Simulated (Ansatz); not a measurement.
# Cu3N: searching below the plain SCF

Aim: test whether Cu3N has a self-consistent state below the best one that plain SCF starts reached, by the runs listed below. We look at Cu$_{3}$N: its deposited structure (space group Pm-3m), with 4 atoms per cell. Source: COD entry 1536894; the sample's temperature and pressure aren't taken into account.

Program: Ansatz 0.2.0. Level of theory: DFT r2SCAN, PAW, plane waves, scalar-relativistic. These are calculated values, not measurements.

### Step 1. The starting structure

It takes space group Pm-3m (No. 221, cubic). The conventional cell has a = 3.814 Å, b = 3.814 Å, c = 3.814 Å, α = 90.00°, β = 90.00°, γ = 90.00°. N (site symmetry m-3m) has 6 Cu at 1.91 Å as nearest neighbours. Around Cu (site symmetry 4/mmm) lie 2 N at 1.91 Å.

As a file:

```
N Cu
1.0
     3.81400    0.00000    0.00000
     0.00000    3.81400    0.00000
     0.00000    0.00000    3.81400
N Cu
1 3
Direct
  0.00000 0.00000 0.00000
  0.50000 0.00000 0.00000
  0.00000 0.50000 0.00000
  0.00000 0.00000 0.50000
```

In tables a label like Cu4 counts atoms in the order of input.yaml; a structure file may count by element.

Known so far: 10 plain starts ended in 1 state. The lowest came from “moments +-+ scaled by 1.4, plain SCF [Cu2 1.40, Cu3 -1.40, Cu4 1.40 μB]”: non-magnetic, a gap of 1.50 eV on the k-mesh, free energy -20277.5812 eV.

Runs to come: parallel moments, default search for lower states; opposed moments +--, default search for lower states; the moments typed in its input, symmetry off, plain SCF; the moments typed in its input, standard search for lower states; the moments typed in its input, symmetry off, default search.

A plain SCF has the search for lower states switched off and ends at the first converged state. The default search runs further SCF cycles only where the state itself hints at a lower one. The standard and full searches may also try other magnetic orders and fillings, and need not reach the lowest state. With a search on, the program may also reshape the start on open shells. Ends within 0.2 meV/atom and 0.1 μB count as one state.

Site moments are integrals over atomic spheres and don't add up to the total.

### Step 2. Parallel moments, default search for lower states

File input.yaml:

```yaml
crystal:
  lattice:
    - [3.814, 0.0, 0.0]
    - [0.0, 3.814, 0.0]
    - [0.0, 0.0, 3.814]
  atoms:
    - { symbol: "N", position: [0.0, 0.0, 0.0] }
    - { symbol: Cu, position: [0.5, 0.0, 0.0], spin: 1.0 }
    - { symbol: Cu, position: [0.0, 0.5, 0.0], spin: 1.0 }
    - { symbol: Cu, position: [0.0, 0.0, 0.5], spin: 1.0 }
magnetization:
  spin_polarized: true
hamiltonian:
  xc: r2scan
  pseudopotentials: { kind: paw }
basis:
  ecutwfc: 500
kpoints:
  mp_grid: { grid: [5, 5, 5] }
scf:
  occupations: { method: fermi_dirac, width: 0.1 }
output:
  forces: true
  stress: true
```

**Question.** The other runs differ from this input as named above. Which state comes out lowest, and how do the others lie? Wanted: distinct states; lowest state; total moment; gap on the k-mesh; pressure; largest force.

As calculated:

| quantity | value |
| --- | --- |
| distinct states | 1 from 6 converged runs, the best start of step 1 counted |
| lowest state | non-magnetic |
| total moment | 0.00 μB per cell |
| gap on the k-mesh | 1.50 eV |
| pressure | -2.8 GPa |
| largest force | 0.000 eV/Å |

**Reading.** No run goes below the best plain start. 6 runs converged, all to one state. A lower state than any found can't be excluded.
